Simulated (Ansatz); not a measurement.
A run of Ansatz 0.2.0:

Contents of input.yaml:

```yaml
crystal:
  lattice:
    - [0.0, 2.3656004428, 3.9098401324]
    - [2.1922454667, 0.0, 3.9098401324]
    - [2.1922454667, 2.3656004428, 0.0]
  atoms:
    - { symbol: I, position: [0.0, 0.0, 0.0] }
kpoints:
  mp_grid: { grid: [7, 7, 7] }
scf:
  occupations: { method: fermi_dirac, width: 0.05 }
hamiltonian:
  xc: pbesol
  pseudopotentials: { kind: all_electron, lapw: { basis_error: 0.001 } }
output:
  forces: true
  stress: true
elastic:
  mode: relaxed_ion
  stencil: two_point
```

Potentials or basis: all-electron LAPW, scalar-relativistic.

The run is started by

```sh
$ ansatz run input.yaml --threads 1 --pin off --max-ram 3072MiB --backend cpu --events-out ev --progress --plain --runs-dir out
```

Hardware: 1 thread of Intel(R) Xeon(R) Processor @ 2.50GHz (Skylake/Cascade Lake) (shared host).

Estimate the wall time of this run.

Wall time 2.6 min on 1 thread of Intel(R) Xeon(R) Processor @ 2.50GHz (Skylake/Cascade Lake), on a shared host, peak memory 0.31 GiB. Counts: scf iterations 85, plane waves 205, k points 64, bands 17.
